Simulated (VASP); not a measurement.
# TiN (Fm-3m) in VASP: a series of runs, part 2 of 2

VASP 6.6.1. Earlier steps stand in the parts before.

## (3) Optical spectrum, PBE

Contents of INCAR:

```
SYSTEM = TiN
PREC = Accurate ; ENCUT = 520
EDIFF = 1E-7 ; ISMEAR = 0
SIGMA = 0.02 ; LREAL = .FALSE.
LASPH = .TRUE. ; NELM = 100
ALGO = Normal ; ISIF = 2
LWAVE = .FALSE. ; LCHARG = .FALSE.
GGA = PE ; LOPTICS = .TRUE.
NBANDS = 56 ; NEDOS = 2000
CSHIFT = 0.1
```

Contents of KPOINTS:

```
Automatic mesh
0
G
  18 18 18
  0 0 0
```

Contents of POSCAR:

```
TiN
1.0
    0.0000000000      2.1190000000      2.1190000000
    2.1190000000      0.0000000000      2.1190000000
    2.1190000000      2.1190000000      0.0000000000
Ti N
1 1
Direct
    0.0000000000      0.0000000000      0.0000000000
    0.5000000000      0.5000000000      0.5000000000
```

Potentials or basis: VASP PAW PBE potentials, release 64 (Ti_sv, N).

The run is started by

```console
cat potpaw_PBE.64/Ti_sv/POTCAR potpaw_PBE.64/N/POTCAR > POTCAR
mpirun -np 1 vasp_std > vasp.out
```

OUTCAR:

```text
SYSTEM = TiN
   PREC = Accurate
   ENCUT = 520
   EDIFF = 1E-7
   ISMEAR = 0
   LREAL = .FALSE.
   LASPH = .TRUE.
   NELM = 100
   ISIF = 2
   GGA = PE

 ion  position               nearest neighbor table
   1  0.000  0.000  0.000-   2 2.12   2 2.12   2 2.12   2 2.12   2 2.12   2 2.12
   2  0.500  0.500  0.500-   1 2.12   1 2.12   1 2.12   1 2.12   1 2.12   1 2.12

  LATTYP: Found a face centered cubic cell.
 ALAT       =     4.2380000000

  Lattice vectors:

 A1 = (   0.0000000000,   2.1190000000,   2.1190000000)
 A2 = (   2.1190000000,   0.0000000000,   2.1190000000)
 A3 = (   2.1190000000,   2.1190000000,   0.0000000000)

Analysis of symmetry for initial positions (statically):
=====================================================================
 Subroutine PRICEL returns:
 Original cell was already a primitive cell.

 Routine SETGRP: Setting up the symmetry group for a
 face centered cubic supercell.

 Subroutine GETGRP returns: Found 48 space group operations
 (whereof 48 operations were pure point group operations)
 out of a pool of 48 trial point group operations.

The static configuration has the point symmetry O_h .

[... 745 lines left out ...]
      0.00000      0.00000      0.00000        -0.000000      0.000000      0.000000
      2.11900      2.11900      2.11900         0.000000      0.000000      0.000000
 -----------------------------------------------------------------------------------
    total drift:                                0.000000     -0.000000     -0.000000

  FREE ENERGIE OF THE ION-ELECTRON SYSTEM (eV)
  ---------------------------------------------------
  free  energy   TOTEN  =       -19.6353349500 eV

  energy  without entropy=      -19.6351819163  energy(sigma->0) =      -19.63525843

 electrical conductivity sigma (Mega S m-1) (frequency dependency in vasprun.xml)
  --------------------------------------------------------------------------------------
       0.111       0.000      -0.000
       0.000       0.111       0.000
      -0.000       0.000       0.111

  frequency dependent IMAGINARY DIELECTRIC FUNCTION (independent particle, no local field effects) density-density
     E(ev)      X         Y         Z        XY        YZ        ZX
  --------------------------------------------------------------------------------------------------------------
     0.00000     0.00000     0.00000     0.00000     0.00000     0.00000     0.00000
     1.81658     2.27385     2.27385     2.27385    -0.00000    -0.00000    -0.00000
     3.63317     6.42612     6.42612     6.42612     0.00000     0.00000     0.00000
     5.44975     9.76213     9.76213     9.76213     0.00000     0.00000    -0.00000
     7.26633     6.90476     6.90476     6.90476    -0.00000    -0.00000     0.00000
     9.08291     5.41134     5.41134     5.41134    -0.00000    -0.00000    -0.00000
[... 92 lines left out ...]
   178.02510     0.00004     0.00004     0.00004    -0.00000     0.00000     0.00000
   179.84168     0.00004     0.00004     0.00004    -0.00000     0.00000     0.00000

  frequency dependent      REAL DIELECTRIC FUNCTION (independent particle, no local field effects) density-density
     E(ev)        X           Y           Z          XY          YZ          ZX
  --------------------------------------------------------------------------------------------------------------
     0.00000    52.77550    52.77550    52.77550    -0.00000    -0.00000    -0.00000
     1.81658     7.21604     7.21604     7.21604     0.00000     0.00000     0.00000
     3.63317     7.68357     7.68357     7.68357     0.00000     0.00000     0.00000
     5.44975     5.89306     5.89306     5.89306     0.00000     0.00000     0.00000
     7.26633     0.67127     0.67127     0.67127     0.00000     0.00000    -0.00000
     9.08291    -1.89605    -1.89605    -1.89605    -0.00000     0.00000    -0.00000
[... 92 lines left out ...]
   178.02510     0.96999     0.96999     0.96999     0.00000     0.00000    -0.00000
   179.84168     0.97064     0.97064     0.97064     0.00000     0.00000    -0.00000

  frequency dependent IMAGINARY DIELECTRIC FUNCTION (independent particle, no local field effects) current-current
     E(ev)      X         Y         Z        XY        YZ        ZX
  --------------------------------------------------------------------------------------------------------------
     0.00000   116.64489   116.64489   116.64489     0.00000     0.00000     0.00000
     1.81658     2.96423     2.96423     2.96423     0.00000     0.00000    -0.00000
     3.63317     6.77105     6.77105     6.77105     0.00000    -0.00000     0.00000
     5.44975     9.93279     9.93279     9.93279     0.00000     0.00000    -0.00000
     7.26633     6.89695     6.89695     6.89695     0.00000    -0.00000     0.00000
     9.08291     5.34417     5.34417     5.34417    -0.00000    -0.00000    -0.00000
[... 92 lines left out ...]
   178.02510     0.00000     0.00000     0.00000    -0.00000    -0.00000     0.00000
   179.84168     0.00000     0.00000     0.00000    -0.00000    -0.00000     0.00000

  frequency dependent      REAL DIELECTRIC FUNCTION (independent particle, no local field effects) current-current
     E(ev)        X           Y           Z          XY          YZ          ZX
  --------------------------------------------------------------------------------------------------------------
     0.00000    31.35613    31.35613    31.35613     0.00000     0.00000     0.00000
     1.81658     7.05569     7.05569     7.05569    -0.00000    -0.00000    -0.00000
     3.63317     7.35880     7.35880     7.35880    -0.00000    -0.00000     0.00000
     5.44975     5.55460     5.55460     5.55460    -0.00000    -0.00000     0.00000
     7.26633     0.49532     0.49532     0.49532     0.00000     0.00000     0.00000
     9.08291    -2.00764    -2.00764    -2.00764     0.00000     0.00000    -0.00000
[... 92 lines left out ...]
   178.02510     0.97000     0.97000     0.97000     0.00000     0.00000    -0.00000
   179.84168     0.97065     0.97065     0.97065     0.00000     0.00000    -0.00000
```

OSZICAR:

```text
N       E                     dE             d eps       ncg     rms          rms(c)
DAV:   1     0.141479827770E+03    0.14148E+03   -0.41002E+03 22456   0.361E+02
DAV:   2    -0.151503010713E+02   -0.15663E+03   -0.14243E+03 23384   0.137E+02
DAV:   3    -0.247568048777E+02   -0.96065E+01   -0.94393E+01 26456   0.346E+01
DAV:   4    -0.248046782962E+02   -0.47873E-01   -0.47862E-01 25032   0.233E+00
DAV:   5    -0.248047060736E+02   -0.27777E-04   -0.27777E-04 25288   0.569E-02    0.182E+01
DAV:   6    -0.200990544214E+02    0.47057E+01   -0.35222E+00 30288   0.153E+01    0.754E+00
DAV:   7    -0.196767190658E+02    0.42234E+00   -0.58616E-01 24080   0.386E+00    0.449E+00
DAV:   8    -0.197595010198E+02   -0.82782E-01   -0.31109E-01 27248   0.321E+00    0.342E+00
DAV:   9    -0.196347636666E+02    0.12474E+00   -0.10703E-01 25384   0.191E+00    0.443E-01
DAV:  10    -0.196352480696E+02   -0.48440E-03   -0.40887E-03 25992   0.285E-01    0.110E-01
DAV:  11    -0.196353413370E+02   -0.93267E-04   -0.14358E-04 24912   0.466E-02    0.649E-02
DAV:  12    -0.196353353693E+02    0.59677E-05   -0.11924E-05 25384   0.162E-02    0.375E-03
DAV:  13    -0.196353354598E+02   -0.90537E-07   -0.12202E-06 26080   0.598E-03    0.576E-03
DAV:  14    -0.196353349371E+02    0.52275E-06   -0.13755E-07 25856   0.193E-03    0.594E-04
DAV:  15    -0.196353349500E+02   -0.12948E-07   -0.12286E-08 17928   0.368E-04
   1 F= -.19635335E+02 E0= -.19635258E+02  d E =-.153034E-03
 imaginary and real dielectric function
```

stdout:

```text
POSCAR found type information on POSCAR TiN
 POSCAR found :  2 types and       2 ions
 scaLAPACK will be used
 LDA part: xc-table for (Slater+PW92), standard interpolation
 POSCAR, INCAR and KPOINTS ok, starting setup
 FFT: planning ... GRIDC
 FFT: planning ... GRID_SOFT
 FFT: planning ... GRID
 WAVECAR not read
 entering main loop
 optical routines
 imaginary and real dielectric function
 recalculating local potential from charge density
 direction            1
 direction            2
 direction            3
```

It took 2.3 min on 1 thread of Intel Xeon Platinum 8488C (Sapphire Rapids), shared host; peak memory 0.35 GiB.

What came out:

- Free energy: -19.6353 eV
- Pressure: 2.2 GPa
- Band gap on the k mesh: none (metal or under the smearing width)

Levels at points of the mesh, in eV from the Fermi level:
| k point | band 7 | band 8 | band 9 | band 10 | band 11 | band 12 |
| --- | --- | --- | --- | --- | --- | --- |
| (0.00, 0.00, 0.00) | -2.04 | -2.04 | -0.61 | -0.61 | -0.61 | 0.59 |
| (0.50, 0.00, 0.00) | -5.49 | -5.49 | 1.69 | 1.69 | 2.37 | 5.75 |
| (0.50, 0.50, 0.00) | -3.23 | -3.23 | -3.07 | 1.65 | 2.40 | 2.40 |

Dielectric function (mean over the directions given):
```
energy (eV)  real part  imaginary part
       0.27      29.71           50.07
       0.73      -1.18            9.53
       1.27       3.30            4.34
       1.73       6.99            1.97
       2.27       8.44            2.25
       2.72       9.32            2.82
       3.27      10.59            5.30
       3.72       7.72            5.63
       4.27       8.68            6.28
       4.81       8.59            7.60
       5.27       6.05            9.45
       5.81       3.55            9.75
       6.27       3.43           10.14
       6.81       0.40            8.46
       7.27       0.67            6.90
       7.81      -1.23            8.35
       8.36      -0.17            6.55
       8.81      -1.81            6.37
       9.36      -1.73            4.67
       9.81      -2.78            3.87
      10.35      -2.21            2.44
      10.81      -1.65            1.65
      11.35      -0.56            0.87
      11.81       0.24            1.07
      12.35       0.81            1.41
      12.90       0.83            1.88
      13.35       0.61            2.35
      13.90       0.05            2.31
      14.35       0.04            1.58
      14.90       0.00            1.30
      15.35       0.49            1.35
      15.90       0.68            1.06
      16.44       1.35            1.30
      16.89       1.71            1.99
      17.44       0.59            2.77
      17.89      -0.05            1.88
      18.44       0.37            1.74
      18.89       0.31            1.99
      19.44      -0.03            1.77
      19.98      -0.14            1.40
```

Caveat: independent-particle spectra lack excitons; the intraband (Drude) part of a metal's response may be missing.
